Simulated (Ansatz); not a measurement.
Clean, relaxed (100) surface of MgB₂, space group P6/mmm (No. 191) (top face towards +c; atoms held fixed, by place in the list: 1, 2, 3, 4):

```
CELL_PARAMETERS angstrom
3.06169 0.00000 0.00000
0.00000 3.50446 0.00000
0.00000 0.00000 24.07067
ATOMIC_POSITIONS crystal
B 0.00000 0.50000 0.35313
Mg 0.50000 0.00000 0.38985
B 0.00000 0.50000 0.42656
B 0.50000 0.50000 0.46328
Mg 0.00000 0.00000 0.50170
B 0.50000 0.50000 0.53826
B 0.00000 0.50000 0.57182
Mg 0.50000 0.00000 0.62463
B 0.00000 0.50000 0.63952
```

Computed with DFT PBEsol, scalar-relativistic, plane waves, PAW (Ansatz 0.2.0). Plane waves to 420 eV, a k mesh through Γ of 9×8×1 on the computed 9-atom cell and Gaussian smearing (0.10 eV); no spin polarisation. A dipole correction removes the field between periodic images along c.

The adsorption energy is E(slab + adsorbate) − E(slab) − E(free adsorbate, spin-polarised where open-shell). With the adsorbate the cell is lengthened along c to keep the vacuum.

Q: H (atom) is put at the top (B) at (0.00, 0.50) site, one adsorbate per 10.7 Å². What structure does it relax to?

A: E_ads = -3.88 eV. Contacts: H–B 1.20 Å.

```yaml
crystal:
  lattice:
    - [3.06169, 0.00000, 0.00000]
    - [0.00000, 3.50446, 0.00000]
    - [0.00000, 0.00000, 26.07067]
  atoms:
    - { symbol: B, position: [0.00000, 0.50000, 0.32604] }
    - { symbol: Mg, position: [0.50000, 0.00000, 0.35994] }
    - { symbol: B, position: [0.00000, 0.50000, 0.39384] }
    - { symbol: B, position: [0.50000, 0.50000, 0.42774] }
    - { symbol: Mg, position: [0.00000, 0.00000, 0.46197] }
    - { symbol: B, position: [0.50000, 0.50000, 0.49604] }
    - { symbol: B, position: [0.00000, 0.50000, 0.53078] }
    - { symbol: Mg, position: [0.50000, 0.00000, 0.56652] }
    - { symbol: B, position: [0.00000, 0.50000, 0.59325] }
    - { symbol: H, position: [0.00000, 0.50000, 0.63931] }
```

Each end is the local minimum or symmetric point that its start leads to. The slab is only 7.1 Å thick, so the energies aren't converged with thickness.

The adsorbed runs have no spin polarisation, so weakly bound open-shell ends lie too high.